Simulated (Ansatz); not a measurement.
# Band table of ZnS

```
Zn S
1.0
     3.75949    0.00000    0.00000
    -1.87975    3.25582    0.00000
     0.00000    0.00000    6.14975
Zn S
2 2
Cartesian
  0.0000 2.1705 0.0000
  1.8797 1.0853 3.0749
  0.0000 2.1705 2.3677
  1.8797 1.0853 5.4425
```

Atoms are numbered in the order listed.

The cell is COD entry 9008878, as deposited and not checked against the literature; nothing was relaxed. It differs from other determinations. The listed cell was then made from it by scaling, straining or moving an atom.

Method: Ansatz 0.2.0, DFT, PBE, all-electron LAPW, scalar-relativistic.

Sampling and basis: a Γ-centred 8×8×5 k mesh, Fermi–Dirac smearing of 0.03 eV, basis error target 1 meV/atom, no spin polarisation.

Path points, in fractions of the reciprocal vectors: Γ (0.000, 0.000, 0.000), M (0.500, 0.000, 0.000), K (0.333, 0.333, 0.000), A (0.000, 0.000, 0.500), L (0.500, 0.000, 0.500), H (0.333, 0.333, 0.500). Levels in eV from the valence-band top; bands 17 to 39, counted from the lowest band of the run. The gap is 2.45 eV, direct at Γ.

```
# k(1/Å) point b17 b18 b19 b20 b21 b22 b23 b24 b25 b26 b27 b28 b29 b30 b31 b32 b33 b34 b35 b36 b37 b38 b39
0.000 Γ -13.48 -12.48 -6.53 -6.53 -6.46 -6.46 -6.45 -6.00 -6.00 -5.91 -5.91 -5.77 -5.41 -0.90 -0.90 0.00 0.00 0.00 2.45 3.08 6.25 6.25 6.56
0.193 - -13.41 -12.44 -6.54 -6.51 -6.46 -6.44 -6.43 -6.01 -6.00 -5.98 -5.91 -5.70 -5.32 -1.48 -1.08 -0.62 -0.10 -0.09 3.00 3.59 5.95 6.49 6.76
0.386 - -13.20 -12.33 -6.55 -6.47 -6.44 -6.38 -6.38 -6.04 -6.03 -6.00 -5.90 -5.65 -5.04 -2.60 -1.73 -1.49 -0.37 -0.37 3.83 4.13 5.88 6.65 6.97
0.579 - -12.91 -12.20 -6.55 -6.42 -6.42 -6.29 -6.29 -6.07 -6.04 -5.99 -5.89 -5.61 -4.78 -3.56 -2.82 -1.94 -0.83 -0.69 3.91 4.30 5.80 6.71 7.19
0.772 - -12.61 -12.12 -6.52 -6.39 -6.36 -6.22 -6.18 -6.11 -5.99 -5.96 -5.88 -5.57 -4.96 -3.97 -3.45 -2.27 -1.37 -0.94 3.66 4.39 5.33 7.14 7.21
0.965 M -12.47 -12.12 -6.51 -6.38 -6.29 -6.20 -6.16 -6.10 -5.94 -5.88 -5.84 -5.80 -4.97 -4.37 -3.34 -2.39 -1.67 -1.04 3.58 4.37 5.14 7.09 7.57
1.076 - -12.45 -12.12 -6.50 -6.38 -6.27 -6.20 -6.15 -6.10 -5.95 -5.90 -5.81 -5.80 -4.95 -4.36 -3.33 -2.52 -1.69 -1.18 3.83 4.55 5.09 7.03 7.55
1.188 - -12.41 -12.12 -6.48 -6.37 -6.21 -6.19 -6.13 -6.11 -5.96 -5.94 -5.80 -5.76 -4.91 -4.33 -3.37 -2.76 -1.78 -1.52 4.47 4.80 5.13 7.02 7.50
1.299 - -12.35 -12.13 -6.46 -6.34 -6.20 -6.16 -6.10 -6.09 -5.98 -5.97 -5.80 -5.72 -4.82 -4.32 -3.63 -2.79 -1.98 -1.85 4.61 5.30 5.58 7.25 7.47
1.411 - -12.28 -12.15 -6.46 -6.30 -6.22 -6.15 -6.06 -6.04 -6.00 -5.99 -5.79 -5.70 -4.69 -4.37 -3.96 -2.61 -2.25 -2.08 4.42 5.93 5.97 7.61 7.67
1.522 K -12.20 -12.20 -6.46 -6.25 -6.25 -6.15 -6.03 -6.03 -6.01 -5.98 -5.74 -5.74 -4.51 -4.51 -4.10 -2.35 -2.35 -2.34 4.35 6.10 6.10 7.95 7.96
1.745 - -12.42 -12.11 -6.46 -6.33 -6.24 -6.17 -6.15 -6.05 -6.03 -6.01 -5.85 -5.54 -4.84 -4.09 -3.59 -2.99 -2.01 -1.70 4.65 5.61 5.95 7.09 7.45
1.968 - -12.75 -12.15 -6.46 -6.45 -6.33 -6.33 -6.23 -6.06 -6.05 -6.00 -5.88 -5.57 -4.74 -3.39 -3.32 -2.63 -1.34 -1.03 4.98 5.33 5.53 6.01 7.14
2.191 - -13.12 -12.29 -6.54 -6.46 -6.41 -6.39 -6.33 -6.04 -6.04 -6.00 -5.90 -5.64 -4.94 -2.78 -2.22 -1.66 -0.64 -0.47 4.17 4.69 5.56 6.44 7.11
2.413 - -13.38 -12.42 -6.54 -6.51 -6.45 -6.44 -6.42 -6.01 -6.01 -5.99 -5.91 -5.69 -5.28 -1.62 -1.19 -0.74 -0.16 -0.12 3.14 3.74 5.87 6.54 6.83
2.636 Γ -13.48 -12.48 -6.53 -6.53 -6.46 -6.46 -6.45 -6.00 -6.00 -5.91 -5.91 -5.77 -5.41 -0.90 -0.90 0.00 0.00 0.00 2.45 3.08 6.25 6.25 6.56
2.738 - -13.46 -12.51 -6.53 -6.53 -6.46 -6.46 -6.45 -6.00 -6.00 -5.94 -5.91 -5.91 -5.15 -0.88 -0.88 -0.24 -0.02 -0.02 2.66 3.10 6.26 6.26 6.48
2.841 - -13.40 -12.59 -6.53 -6.53 -6.47 -6.47 -6.46 -6.15 -5.99 -5.99 -5.92 -5.92 -4.69 -0.82 -0.82 -0.78 -0.09 -0.09 3.10 3.19 6.30 6.30 6.31
2.943 - -13.30 -12.72 -6.52 -6.52 -6.48 -6.48 -6.46 -6.29 -5.98 -5.98 -5.93 -5.93 -4.13 -1.45 -0.73 -0.73 -0.20 -0.20 3.32 3.51 6.23 6.38 6.38
3.045 - -13.18 -12.87 -6.51 -6.51 -6.49 -6.49 -6.46 -6.39 -5.97 -5.97 -5.94 -5.94 -3.52 -2.15 -0.61 -0.61 -0.33 -0.33 3.48 3.69 6.43 6.51 6.51
3.147 A -13.03 -13.03 -6.50 -6.50 -6.50 -6.50 -6.44 -6.44 -5.95 -5.95 -5.95 -5.95 -2.85 -2.85 -0.47 -0.47 -0.47 -0.47 3.64 3.64 6.69 6.69 6.69
3.340 - -12.96 -12.96 -6.52 -6.52 -6.48 -6.48 -6.41 -6.41 -5.95 -5.95 -5.95 -5.95 -2.87 -2.87 -0.92 -0.92 -0.62 -0.62 4.12 4.12 6.06 6.06 6.98
3.533 - -12.79 -12.79 -6.54 -6.54 -6.43 -6.43 -6.37 -6.37 -5.95 -5.95 -5.94 -5.94 -3.11 -3.11 -1.61 -1.61 -0.97 -0.97 4.53 4.53 5.80 5.80 7.42
3.726 - -12.57 -12.57 -6.54 -6.54 -6.36 -6.36 -6.30 -6.30 -5.94 -5.94 -5.92 -5.92 -3.85 -3.85 -1.78 -1.78 -1.36 -1.36 4.11 4.11 5.70 5.70 8.25
3.919 - -12.36 -12.36 -6.53 -6.53 -6.31 -6.31 -6.20 -6.20 -5.93 -5.93 -5.85 -5.85 -4.66 -4.66 -1.68 -1.68 -1.65 -1.65 3.75 3.75 5.30 5.30 8.92
4.112 L -12.28 -12.28 -6.52 -6.52 -6.29 -6.29 -6.14 -6.14 -5.92 -5.92 -5.74 -5.74 -5.08 -5.08 -1.76 -1.76 -1.62 -1.62 3.63 3.63 5.11 5.11 9.01
4.223 - -12.28 -12.28 -6.50 -6.50 -6.29 -6.29 -6.14 -6.14 -5.93 -5.93 -5.73 -5.73 -5.06 -5.06 -1.99 -1.99 -1.53 -1.53 3.78 3.78 5.21 5.21 8.52
4.335 - -12.25 -12.25 -6.47 -6.47 -6.29 -6.29 -6.15 -6.15 -5.94 -5.94 -5.70 -5.70 -5.03 -5.03 -2.40 -2.40 -1.45 -1.45 4.11 4.11 5.55 5.55 7.88
4.446 - -12.22 -12.22 -6.41 -6.41 -6.29 -6.29 -6.15 -6.15 -5.97 -5.97 -5.66 -5.66 -4.98 -4.98 -2.84 -2.84 -1.39 -1.39 4.38 4.38 6.09 6.09 7.40
4.558 - -12.20 -12.20 -6.37 -6.37 -6.30 -6.30 -6.13 -6.13 -6.00 -6.00 -5.62 -5.62 -4.95 -4.95 -3.18 -3.18 -1.35 -1.35 4.54 4.54 6.45 6.45 7.32
4.669 H -12.19 -12.19 -6.34 -6.34 -6.32 -6.32 -6.11 -6.11 -6.02 -6.02 -5.59 -5.59 -4.95 -4.95 -3.30 -3.30 -1.33 -1.33 4.58 4.58 6.46 6.46 7.45
4.892 - -12.25 -12.25 -6.40 -6.40 -6.29 -6.29 -6.21 -6.21 -5.97 -5.97 -5.72 -5.72 -4.74 -4.74 -2.92 -2.92 -1.41 -1.41 4.55 4.55 6.47 6.47 7.30
5.115 - -12.46 -12.46 -6.48 -6.48 -6.35 -6.35 -6.29 -6.29 -5.95 -5.95 -5.87 -5.87 -4.07 -4.07 -2.15 -2.15 -1.59 -1.59 4.70 4.70 6.15 6.15 7.10
5.338 - -12.73 -12.73 -6.53 -6.53 -6.42 -6.42 -6.35 -6.35 -5.95 -5.95 -5.93 -5.93 -3.25 -3.25 -1.67 -1.67 -1.26 -1.26 4.95 4.95 5.58 5.58 7.04
5.560 - -12.94 -12.94 -6.52 -6.52 -6.48 -6.48 -6.41 -6.41 -5.95 -5.95 -5.95 -5.95 -2.88 -2.88 -1.03 -1.03 -0.68 -0.68 4.26 4.26 5.93 5.93 7.06
5.783 A -13.03 -13.03 -6.50 -6.50 -6.50 -6.50 -6.44 -6.44 -5.95 -5.95 -5.95 -5.95 -2.85 -2.85 -0.47 -0.47 -0.47 -0.47 3.64 3.64 6.69 6.69 6.69
```
